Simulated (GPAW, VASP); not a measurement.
Given: the input of a run of VASP 6.6.1 on TePb. 

The input INCAR:

```
PREC = Accurate
ENCUT = 520
EDIFF = 1E-7
ISMEAR = 0
SIGMA = 0.028000000000000004
LREAL = F
LASPH = T
NELM = 60
ALGO = Normal
ISIF = 2
LWAVE = F
LCHARG = T
GGA = PE
LELF = T
LVHAR = T
```

KPOINTS

```
Automatic mesh
0
Gamma
  7 7 7
```

POSCAR

```
TePb
1.0
    0.0000000000      3.2310000000      3.2310000000
    3.2310000000      0.0000000000      3.2310000000
    3.2310000000      3.2310000000      0.0000000000
Pb Te
1 1
Direct
    0.0000000000      0.0000000000      0.0000000000
    0.5000000000      0.5000000000      0.5000000000
```

Potentials or basis: VASP PAW PBE potentials, release 64 (Pb_d, Te).

Run with:

```console
$ cat potpaw_PBE.64/Pb_d/POTCAR potpaw_PBE.64/Te/POTCAR > POTCAR
$ mpirun -np 1 vasp_std > vasp.out
```

**Question.** Set up the same calculation for GPAW 26.7.0 (ASE script). Potentials or basis there: GPAW PAW data sets (gpaw-data 1.2.1), cutoff 600 eV.

**Answer.** As run (cutoffs and basis follow the program's own potentials, and thresholds, step limits or extra output files can differ):

The input run.py:

```python
from ase.dft.bandgap import bandgap
from ase.io import read, write
from ase.units import GPa
from gpaw import GPAW, PW

atoms = read('POSCAR')

calc = GPAW(mode=PW(600),
            xc='PBE',
            kpts={'size': (7, 7, 7), 'gamma': True},
            occupations={'name': 'methfessel-paxton', 'order': 0, 'width': 0.028000000000000004},
            nbands=19,
            convergence={'density': 1e-05, 'energy': 1e-05},
            maxiter=150,
            txt='gpaw.txt')
atoms.calc = calc
energy = atoms.get_potential_energy()
forces = atoms.get_forces()
stress = atoms.get_stress()
calc.write('gs.gpw')
write('result.traj', atoms)
print(f'Energy: {energy:.6f} eV')
print('Forces (eV/A):')
print(forces.round(4))
print('Stress (GPa):', (stress / GPa).round(3))
print('Fermi level:', round(calc.get_fermi_level(), 4), 'eV')
print(f'Gap: {bandgap(calc)[0]:.4f} eV, direct: {bandgap(calc, direct=True)[0]:.4f} eV')
```

The input POSCAR:

```
TePb
1.0
    0.0000000000      3.2310000000      3.2310000000
    3.2310000000      0.0000000000      3.2310000000
    3.2310000000      3.2310000000      0.0000000000
Pb Te
1 1
Direct
    0.0000000000      0.0000000000      0.0000000000
    0.5000000000      0.5000000000      0.5000000000
```

Potentials or basis: GPAW PAW data sets (gpaw-data 1.2.1), pw.

Command:

```console
$ OMP_NUM_THREADS=1 python run.py
```

Both were run:

|  | VASP | GPAW |
| --- | --- | --- |
| Pressure | 2.1 GPa | 1.8 GPa |

Pressure is positive in compression.
